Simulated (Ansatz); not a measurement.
Write the native input for Ansatz 0.2.0 that does the following.

- Task: band structure
- Functional: LDA
- Potentials or basis: Ansatz PAW
- Cutoff: 420 eV (not typed: the program's choice for these potentials)
- k mesh: 8 × 8 × 4
- Occupations: fermi-dirac, width 0.05 eV
- Spin: no spin polarisation
- Path: [["G", "M", "K", "G", "A", "L", "H", "A"], ["L", "M"], ["K", "H"]]
- Points for each segment of the path: 14

The system is SiGe.

```
Ge Si
1.0
     3.90445    0.00000    0.00000
    -1.95223    3.38135    0.00000
     0.00000    0.00000    6.45078
Ge Si
2 2
Direct
  0.33333 0.66667 0.00039
  0.66667 0.33333 0.50039
  0.33333 0.66667 0.37461
  0.66667 0.33333 0.87461
```

The cell comes from a database or a generator and needn't be the stable form of this composition.

The input as run:

input.yaml

```yaml
crystal:
  lattice:
    - [3.9044512986, 0.0, 0.0]
    - [-1.9522256493, 3.3813540124, 0.0]
    - [0.0, 0.0, 6.450783]
  atoms:
    - { symbol: Ge, position: [0.3333333333, 0.6666666667, 0.000392] }
    - { symbol: Ge, position: [0.6666666667, 0.3333333333, 0.500392] }
    - { symbol: Si, position: [0.3333333333, 0.6666666667, 0.374607] }
    - { symbol: Si, position: [0.6666666667, 0.3333333333, 0.874607] }
hamiltonian:
  xc: lda
  pseudopotentials: { kind: paw }
kpoints:
  mp_grid: { grid: [8, 8, 4] }
  band_path:
    path:
      - [[0.0, 0.0, 0.0], [0.5, 0.0, 0.0], [0.3333333333, 0.3333333333, 0.0], [0.0, 0.0, 0.0], [0.0, 0.0, 0.5], [0.5, 0.0, 0.5], [0.3333333333, 0.3333333333, 0.5], [0.0, 0.0, 0.5]]
      - [[0.5, 0.0, 0.5], [0.5, 0.0, 0.0]]
      - [[0.3333333333, 0.3333333333, 0.0], [0.3333333333, 0.3333333333, 0.5]]
    npoints: 14
scf:
  occupations: { method: fermi_dirac, width: 0.05 }
  n_extra_bands: 10
output:
  forces: true
  stress: true
  eigenvalues: true
  fatbands: true
  write_density: true
  write_potential: true
  elf: true
  volumetric_format: npy
```

Potentials or basis: Ansatz PAW.

Command:

```sh
$ ansatz run input.yaml --threads 2 --pin off --max-ram 5632MiB --backend cpu --events-out ev --progress --plain --runs-dir out
```

Results of the run:

| Item | Value |
| --- | --- |
| Pressure | -2.1 GPa |
| Largest force | 0.003 eV/Å |
| Band gap on the k mesh | 0.35 eV, direct |
| Band gap along the path | 0.35 eV, direct |

Caveat: the PAW data sets come from PBE, with cores solved anew for the run's functional, which leaves a small shift of forces and pressure.

It took 9.9 s on 2 threads of Intel(R) Xeon(R) Platinum 8375C CPU @ 2.90GHz (Ice Lake), with other jobs on the host, peak memory 0.48 GiB.
